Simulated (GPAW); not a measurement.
# InAs (F-43m) in GPAW: notebook, part 2 of 2

GPAW 26.7.0. The steps go on from the part before.

## Step 4: Relaxation of cell and atoms, LDA

run.py

```python
from ase.filters import FrechetCellFilter
from ase.io import read, write
from ase.optimize import BFGS
from gpaw import GPAW, PW

atoms = read('InAs.xyz')

calc = GPAW(mode=PW(600),
            xc='LDA',
            kpts={'size': (8, 8, 8), 'gamma': True},
            occupations={'name': 'fermi-dirac', 'width': 0.05},
            nbands=18,
            convergence={'density': 1e-05, 'forces': 0.0001},
            maxiter=150,
            txt='gpaw.txt')
atoms.calc = calc
opt = BFGS(FrechetCellFilter(atoms), trajectory='relax.traj', logfile='-')
done = opt.run(fmax=0.02, steps=40)
calc.write('gs.gpw')
write('result.traj', atoms)
print('Converged:', done)
print('Cell:', atoms.cell.cellpar().round(4))
print('Volume:', round(atoms.get_volume(), 4))
print(atoms.get_scaled_positions().round(5))
```

InAs.xyz

```xyz
2
Lattice="0.0000000000 3.0180000000 3.0180000000 3.0180000000 0.0000000000 3.0180000000 3.0180000000 3.0180000000 0.0000000000" Properties=species:S:1:pos:R:3 pbc="T T T"
In     0.0000000000      0.0000000000      0.0000000000
As     4.5270000000      4.5270000000      4.5270000000
```

Potentials or basis: the program's PAW data sets (release 1.2.1) made for this functional, pw.

On the command line:

```console
$ OMP_NUM_THREADS=1 python run.py
```

gpaw.txt:

```text
__  _  _
 | _ |_)|_||  |
 |__||  | ||/\| - 26.7.0

Input parameters:
  mode=PW(ecut=600.0),
  convergence={'density': 1e-05, 'forces': 0.0001},
  kpts=MonkhorstPack(size=(8, 8, 8), gamma=True),
  maxiter=150,
  nbands=18,
  occupations=Occupations(name='fermi-dirac', width=0.05),
  xc=XC(name='LDA')

Diagonalizing LCAO Hamiltonian
Converting LCAO to pw mode

                     As

       In

Atoms  # Å, Bohr magnetons
|   | symbol |        x |        y |        z |    initial magnetic moments |
|---|--------|----------|----------|----------|-----------------------------|
| 0 |     In | 0.000000 | 0.000000 | 0.000000 | ( 0.0000,  0.0000,  0.0000) |
| 1 |     As | 4.527000 | 4.527000 | 4.527000 | ( 0.0000,  0.0000,  0.0000) |

Unit cell  # Å
| periodic |        x |        y |        z |  lengths |    angles |
|----------|----------|----------|----------|----------|-----------|
|      yes | 0.000000 | 3.018000 | 3.018000 | 4.268097 | 60.000000 |
|      yes | 3.018000 | 0.000000 | 3.018000 | 4.268097 | 60.000000 |
|      yes | 3.018000 | 3.018000 | 0.000000 | 4.268097 | 60.000000 |

Number of symmetries: 24
Symmetry operations  # r_c * U_cc + t_c -> r_c
|    | kind |            matrix            |
|----|------|------------------------------|
|  0 |  E   |  1, 0, 0,  0, 1, 0,  0, 0, 1 |
|  1 |  σ   |  1, 0, 0,  0, 0, 1,  0, 1, 0 |
|  2 |  σ   |  1, 0,-1,  0, 1,-1,  0, 0,-1 |
|  3 |  C3  |  1, 0,-1,  0, 0,-1,  0, 1,-1 |
|  4 |  C3  |  1,-1, 0,  0,-1, 1,  0,-1, 0 |
|  5 |  σ   |  1,-1, 0,  0,-1, 0,  0,-1, 1 |
|  6 |  σ   |  0, 1, 0,  1, 0, 0,  0, 0, 1 |
|  7 |  C3  |  0, 1, 0,  0, 0, 1,  1, 0, 0 |
|  8 |  C2  |  0, 1,-1,  1, 0,-1,  0, 0,-1 |
|  9 |  S4  |  0, 1,-1,  0, 0,-1,  1, 0,-1 |
| 10 |  C3  |  0, 0, 1,  1, 0, 0,  0, 1, 0 |
| 11 |  σ   |  0, 0, 1,  0, 1, 0,  1, 0, 0 |
| 12 |  S4  |  0, 0,-1,  1, 0,-1,  0, 1,-1 |
| 13 |  C3  |  0, 0,-1,  0, 1,-1,  1, 0,-1 |
| 14 |  S4  |  0,-1, 1,  1,-1, 0,  0,-1, 0 |
| 15 |  C2  |  0,-1, 1,  0,-1, 0,  1,-1, 0 |
| 16 |  C3  |  0,-1, 0,  1,-1, 0,  0,-1, 1 |
| 17 |  S4  |  0,-1, 0,  0,-1, 1,  1,-1, 0 |
| 18 |  S4  | -1, 1, 0, -1, 0, 1, -1, 0, 0 |
| 19 |  C3  | -1, 1, 0, -1, 0, 0, -1, 0, 1 |
| 20 |  C3  | -1, 0, 1, -1, 1, 0, -1, 0, 0 |
| 21 |  S4  | -1, 0, 1, -1, 0, 0, -1, 1, 0 |
| 22 |  σ   | -1, 0, 0, -1, 1, 0, -1, 0, 1 |
| 23 |  C2  | -1, 0, 0, -1, 0, 1, -1, 1, 0 |
[... 165 lines left out ...]
Fermi level: 4.644
Eigenvalues  # (at kpt = [0.000, 0.000, 0.000])
| band index |      eig [eV] | occ [0-2] |
|------------|---------------|-----------|
|          0 |        -9.663 |     2.000 |
|        ... |               |           |
|          2 |        -9.663 |     2.000 |
|          3 |        -9.530 |     2.000 |
|          4 |        -9.530 |     2.000 |
|          5 |        -7.373 |     2.000 |
|          6 |         4.194 |     2.000 |
|          7 |         4.598 |     1.432 |
[... 8 lines left out ...]
|         16 |        14.975 |     0.000 |
|         17 |        14.975 |     0.000 |

No gap
No difference between direct/indirect transitions

Stress tensor  # eV/Ang^3
|        x |        y |        z |
|----------|----------|----------|
| 0.003194 | 0.000000 | 0.000000 |
| 0.000000 | 0.003194 | 0.000000 |
| 0.000000 | 0.000000 | 0.003194 |

Forces  # eV/Ang
|       x |        y |       z |
|---------|----------|---------|
| 0.00000 |  0.00000 | 0.00000 |  # In   0
| 0.00000 | -0.00000 | 0.00000 |  # As   1

Interpolating wave functions to new cell

                     As

       In

Atoms  # Å, Bohr magnetons
|   | symbol |         x |        y |         z |    initial magnetic moments |
|---|--------|-----------|----------|-----------|-----------------------------|
| 0 |     In | -0.000000 | 0.000000 | -0.000000 | ( 0.0000,  0.0000,  0.0000) |
| 1 |     As |  4.524162 | 4.524162 |  4.524162 | ( 0.0000,  0.0000,  0.0000) |

Unit cell  # Å
| periodic |         x |         y |         z |  lengths |    angles |
|----------|-----------|-----------|-----------|----------|-----------|
|      yes | -0.000000 |  3.016108 |  3.016108 | 4.265421 | 60.000000 |
|      yes |  3.016108 | -0.000000 |  3.016108 | 4.265421 | 60.000000 |
|      yes |  3.016108 |  3.016108 | -0.000000 | 4.265421 | 60.000000 |

Number of symmetries: 24
Symmetry operations  # r_c * U_cc + t_c -> r_c
|    | kind |            matrix            |
|----|------|------------------------------|
|  0 |  E   |  1, 0, 0,  0, 1, 0,  0, 0, 1 |
|  1 |  σ   |  1, 0, 0,  0, 0, 1,  0, 1, 0 |
|  2 |  σ   |  1, 0,-1,  0, 1,-1,  0, 0,-1 |
|  3 |  C3  |  1, 0,-1,  0, 0,-1,  0, 1,-1 |
|  4 |  C3  |  1,-1, 0,  0,-1, 1,  0,-1, 0 |
|  5 |  σ   |  1,-1, 0,  0,-1, 0,  0,-1, 1 |
|  6 |  σ   |  0, 1, 0,  1, 0, 0,  0, 0, 1 |
|  7 |  C3  |  0, 1, 0,  0, 0, 1,  1, 0, 0 |
|  8 |  C2  |  0, 1,-1,  1, 0,-1,  0, 0,-1 |
|  9 |  S4  |  0, 1,-1,  0, 0,-1,  1, 0,-1 |
| 10 |  C3  |  0, 0, 1,  1, 0, 0,  0, 1, 0 |
| 11 |  σ   |  0, 0, 1,  0, 1, 0,  1, 0, 0 |
| 12 |  S4  |  0, 0,-1,  1, 0,-1,  0, 1,-1 |
| 13 |  C3  |  0, 0,-1,  0, 1,-1,  1, 0,-1 |
| 14 |  S4  |  0,-1, 1,  1,-1, 0,  0,-1, 0 |
| 15 |  C2  |  0,-1, 1,  0,-1, 0,  1,-1, 0 |
| 16 |  C3  |  0,-1, 0,  1,-1, 0,  0,-1, 1 |
| 17 |  S4  |  0,-1, 0,  0,-1, 1,  1,-1, 0 |
| 18 |  S4  | -1, 1, 0, -1, 0, 1, -1, 0, 0 |
| 19 |  C3  | -1, 1, 0, -1, 0, 0, -1, 0, 1 |
| 20 |  C3  | -1, 0, 1, -1, 1, 0, -1, 0, 0 |
| 21 |  S4  | -1, 0, 1, -1, 0, 0, -1, 1, 0 |
| 22 |  σ   | -1, 0, 0, -1, 1, 0, -1, 0, 1 |
| 23 |  C2  | -1, 0, 0, -1, 0, 1, -1, 1, 0 |
[... 162 lines left out ...]
Fermi level: 4.664
Eigenvalues  # (at kpt = [0.000, 0.000, 0.000])
| band index |      eig [eV] | occ [0-2] |
|------------|---------------|-----------|
|          0 |        -9.647 |     2.000 |
|        ... |               |           |
|          2 |        -9.647 |     2.000 |
|          3 |        -9.513 |     2.000 |
|          4 |        -9.513 |     2.000 |
|          5 |        -7.366 |     2.000 |
|          6 |         4.224 |     2.000 |
|          7 |         4.618 |     1.431 |
[... 8 lines left out ...]
|         16 |        14.998 |     0.000 |
|         17 |        14.998 |     0.000 |

No gap
No difference between direct/indirect transitions

Stress tensor  # eV/Ang^3
|        x |         y |         z |
|----------|-----------|-----------|
| 0.002510 |  0.000000 |  0.000000 |
| 0.000000 |  0.002510 | -0.000000 |
| 0.000000 | -0.000000 |  0.002510 |

Forces  # eV/Ang
|       x |       y |        z |
|---------|---------|----------|
| 0.00000 | 0.00000 | -0.00000 |  # In   0
| 0.00000 | 0.00000 | -0.00000 |  # As   1

Interpolating wave functions to new cell

                     As

       In

Atoms  # Å, Bohr magnetons
|   | symbol |         x |        y |         z |    initial magnetic moments |
|---|--------|-----------|----------|-----------|-----------------------------|
| 0 |     In | -0.000000 | 0.000000 | -0.000000 | ( 0.0000,  0.0000,  0.0000) |
| 1 |     As |  4.513850 | 4.513850 |  4.513850 | ( 0.0000,  0.0000,  0.0000) |

Unit cell  # Å
| periodic |         x |        y |        z |  lengths |    angles |
|----------|-----------|----------|----------|----------|-----------|
|      yes | -0.000000 | 3.009233 | 3.009233 | 4.255699 | 60.000000 |
|      yes |  3.009233 | 0.000000 | 3.009233 | 4.255699 | 60.000000 |
|      yes |  3.009233 | 3.009233 | 0.000000 | 4.255699 | 60.000000 |

Number of symmetries: 24
Symmetry operations  # r_c * U_cc + t_c -> r_c
|    | kind |            matrix            |
|----|------|------------------------------|
|  0 |  E   |  1, 0, 0,  0, 1, 0,  0, 0, 1 |
|  1 |  σ   |  1, 0, 0,  0, 0, 1,  0, 1, 0 |
|  2 |  σ   |  1, 0,-1,  0, 1,-1,  0, 0,-1 |
|  3 |  C3  |  1, 0,-1,  0, 0,-1,  0, 1,-1 |
|  4 |  C3  |  1,-1, 0,  0,-1, 1,  0,-1, 0 |
|  5 |  σ   |  1,-1, 0,  0,-1, 0,  0,-1, 1 |
|  6 |  σ   |  0, 1, 0,  1, 0, 0,  0, 0, 1 |
|  7 |  C3  |  0, 1, 0,  0, 0, 1,  1, 0, 0 |
|  8 |  C2  |  0, 1,-1,  1, 0,-1,  0, 0,-1 |
|  9 |  S4  |  0, 1,-1,  0, 0,-1,  1, 0,-1 |
| 10 |  C3  |  0, 0, 1,  1, 0, 0,  0, 1, 0 |
| 11 |  σ   |  0, 0, 1,  0, 1, 0,  1, 0, 0 |
| 12 |  S4  |  0, 0,-1,  1, 0,-1,  0, 1,-1 |
| 13 |  C3  |  0, 0,-1,  0, 1,-1,  1, 0,-1 |
| 14 |  S4  |  0,-1, 1,  1,-1, 0,  0,-1, 0 |
| 15 |  C2  |  0,-1, 1,  0,-1, 0,  1,-1, 0 |
| 16 |  C3  |  0,-1, 0,  1,-1, 0,  0,-1, 1 |
| 17 |  S4  |  0,-1, 0,  0,-1, 1,  1,-1, 0 |
| 18 |  S4  | -1, 1, 0, -1, 0, 1, -1, 0, 0 |
| 19 |  C3  | -1, 1, 0, -1, 0, 0, -1, 0, 1 |
| 20 |  C3  | -1, 0, 1, -1, 1, 0, -1, 0, 0 |
| 21 |  S4  | -1, 0, 1, -1, 0, 0, -1, 1, 0 |
| 22 |  σ   | -1, 0, 0, -1, 1, 0, -1, 0, 1 |
| 23 |  C2  | -1, 0, 0, -1, 0, 1, -1, 1, 0 |
[... 164 lines left out ...]
Fermi level: 4.736
Eigenvalues  # (at kpt = [0.000, 0.000, 0.000])
| band index |      eig [eV] | occ [0-2] |
|------------|---------------|-----------|
|          0 |        -9.590 |     2.000 |
|        ... |               |           |
|          2 |        -9.590 |     2.000 |
|          3 |        -9.453 |     2.000 |
|          4 |        -9.453 |     2.000 |
|          5 |        -7.338 |     2.000 |
|          6 |         4.331 |     1.999 |
|          7 |         4.690 |     1.428 |
[... 8 lines left out ...]
|         16 |        15.083 |     0.000 |
|         17 |        15.083 |     0.000 |

No gap
No difference between direct/indirect transitions

Stress tensor  # eV/Ang^3
|         x |         y |         z |
|-----------|-----------|-----------|
| -0.000057 | -0.000000 | -0.000000 |
| -0.000000 | -0.000057 | -0.000000 |
| -0.000000 | -0.000000 | -0.000057 |

Forces  # eV/Ang
|       x |        y |       z |
|---------|----------|---------|
| 0.00000 |  0.00000 | 0.00000 |  # In   0
| 0.00000 | -0.00000 | 0.00000 |  # As   1

# Writing to gs.gpw (mode='')
```

Wall time 38 s (1 thread of Arm Neoverse V1, shared host); peak memory 0.19 GiB.

Results:

```yaml
Free_energy: -9.2763 eV
Relaxed_volume: 27.25 Å³/atom
Relaxed_cell: a = 4.256 Å, b = 4.256 Å, c = 4.256 Å, α = 60.00°, β = 60.00°, γ = 60.00°
Space_group_after_relaxing_to_0.05_Å: F-43m (No. 216)
Energy_gained_by_relaxing: 0.3 meV/atom
Ionic_steps: 3
Pressure_after_relaxing: 0.0 GPa
Band_gap_on_the_k_mesh: none (metal or under the smearing width)
```

Step by step:
| step | energy change (eV) | largest force (eV/Å) | pressure (GPa) | volume (Å³) |
| --- | --- | --- | --- | --- |
| 1 | 0.0000 | 0.0000 | -0.51 | 54.98 |
| 2 | -0.0003 | 0.0000 | -0.40 | 54.87 |
| 3 | -0.0006 | 0.0000 | 0.01 | 54.50 |

Final structure:
```xyz
2
Lattice="0.0000 3.0092 3.0092 3.0092 0.0000 3.0092 3.0092 3.0092 0.0000" Properties=species:S:1:pos:R:3 pbc="T T T"
In    0.0000    0.0000    0.0000
As    4.5139    4.5139    4.5139
```

Levels at points of the mesh, in eV from the Fermi level:
```
           k point  band 7  band 8  band 9  band 10  band 11  band 12
(0.00, 0.00, 0.00)   -0.40   -0.05   -0.05    -0.05     3.77     3.77
(0.50, 0.50, 0.00)   -6.04   -2.45   -2.45     1.35     1.91     9.04
(0.50, 0.50, 0.50)   -5.97   -1.07   -1.07     0.77     4.57     4.57
```

Caveat: later steps reuse the first step's grids; this crystal is a semiconductor, whose small gap the functional closes, so the metal is an error of the method. LDA usually gives volumes a few per cent too small.

## Step 5: Relaxation of cell and atoms, PBEsol

run.py

```python
from ase import Atoms
from ase.filters import FrechetCellFilter
from ase.io import write
from ase.optimize import LBFGS
from gpaw import GPAW, PW, setup_paths

setup_paths.insert(0, '.')

atoms = Atoms(['In', 'As'],
              cell=[[0.0, 3.018, 3.018],
                    [3.018, 0.0, 3.018],
                    [3.018, 3.018, 0.0]],
              scaled_positions=[[0.0, 0.0, 0.0],
                                [0.75, 0.75, 0.75]],
              pbc=True)

calc = GPAW(mode=PW(600),
            xc='PBEsol',
            kpts={'size': (8, 8, 8), 'gamma': True},
            occupations={'name': 'fermi-dirac', 'width': 0.05},
            nbands=18,
            convergence={'density': 1e-05, 'forces': 0.0001},
            maxiter=150,
            txt='gpaw.txt')
atoms.calc = calc
opt = LBFGS(FrechetCellFilter(atoms), trajectory='relax.traj', logfile='-')
done = opt.run(fmax=0.02, steps=40)
calc.write('gs.gpw')
write('result.traj', atoms)
print('Converged:', done)
print('Cell:', atoms.cell.cellpar().round(4))
print('Volume:', round(atoms.get_volume(), 4))
print(atoms.get_scaled_positions().round(5))
```

Potentials or basis: PAW data sets generated in the run's folder for this functional, pw.

On the command line:

```console
$ gpaw-setup -f PBEsol As In
$ OMP_NUM_THREADS=1 python run.py
```

Wall time 45 s (1 thread of Arm Neoverse V1, shared host); peak memory 0.2 GiB.

It converged, with:

```yaml
Free_energy: -8.7214 eV
Relaxed_volume: 28.08 Å³/atom
Relaxed_cell: a = 4.299 Å, b = 4.299 Å, c = 4.299 Å, α = 60.00°, β = 60.00°, γ = 60.00°
Space_group_after_relaxing_to_0.05_Å: F-43m (No. 216)
Energy_gained_by_relaxing: 2.6 meV/atom
Ionic_steps: 3
Pressure_after_relaxing: 0.0 GPa
Band_gap_on_the_k_mesh: none (metal or under the smearing width)
```

Step by step:
| step | energy change (eV) | largest force (eV/Å) | pressure (GPa) | volume (Å³) |
| --- | --- | --- | --- | --- |
| 1 | 0.0000 | 0.0000 | 1.31 | 54.98 |
| 2 | -0.0020 | 0.0000 | 1.01 | 55.24 |
| 3 | -0.0051 | 0.0000 | 0.03 | 56.17 |

Final structure:
```
CELL_PARAMETERS angstrom
0.00000 3.03964 3.03964
3.03964 0.00000 3.03964
3.03964 3.03964 0.00000
ATOMIC_POSITIONS crystal
In 0.00000 0.00000 0.00000
As 0.75000 0.75000 0.75000
```

Levels at points of the mesh, in eV from the Fermi level:
```tsv
k point	band 6	band 7	band 8	band 9	band 10	band 11	band 12	band 13
(0.00, 0.00, 0.00)	-11.83	-0.41	-0.05	-0.05	-0.05	3.79	3.79	3.79
(0.50, 0.50, 0.00)	-9.86	-5.85	-2.35	-2.35	1.42	1.94	8.93	9.05
(0.50, 0.50, 0.50)	-10.39	-5.78	-1.03	-1.03	0.80	4.56	4.56	6.66
```

Caveat: later steps reuse the first step's grids; this crystal is a semiconductor, whose small gap the functional closes, so the metal is an error of the method. Zero-point motion and thermal expansion aren't in these numbers.

## Step 6: The runs side by side

```csv
task,level,potentials or basis,cell,smearing,optimizer,fmax,max steps,convergence,gap on the mesh (eV),pressure (GPa),relaxed volume (Å³/atom)
single point,PBE,"GPAW PAW data sets (gpaw-data 1.2.1), pw",as given,gaussian 0.011 eV,-,-,-,-,none,4.0,-
relaxation of cell and atoms,PBE,"GPAW PAW data sets (gpaw-data 1.2.1), pw",relaxed,fermi-dirac 0.05 eV,FIRE,0.02 eV/Å,100,density=1e-05 forces=0.0001,none,0.0,29.46
relaxation of cell and atoms,LDA,"the program's PAW data sets (release 1.2.1) made for this functional, pw",relaxed,fermi-dirac 0.05 eV,BFGS,0.02 eV/Å,40,density=1e-05 forces=0.0001,none,0.0,27.25
relaxation of cell and atoms,PBEsol,"PAW data sets generated in the run's folder for this functional, pw",relaxed,fermi-dirac 0.05 eV,LBFGS,0.02 eV/Å,40,density=1e-05 forces=0.0001,none,0.0,28.08
```

Alike in all rows: no spin polarisation; k mesh 8 × 8 × 8; cutoff (eV) 600.

Caveats: this crystal is a semiconductor, whose small gap the functional closes, so the metal is an error of the method; later steps reuse the first step's grids (some runs).

Total energies depend on the potentials used, so only differences within one code and one set of settings carry meaning.

## Step 7: Comparison with measurements

Step 2. A measured gap of InAs is 0.418 eV (direct; 4.2 K; a printed reference work, data compilation); the calculated 0.00 eV misses it by -0.42 eV. Spin-orbit coupling on As, In is left out. The value is that of PBE on a finite k mesh, which can miss the band edges, without temperature or zero-point motion. Semilocal functionals fall short of measured gaps as a rule.
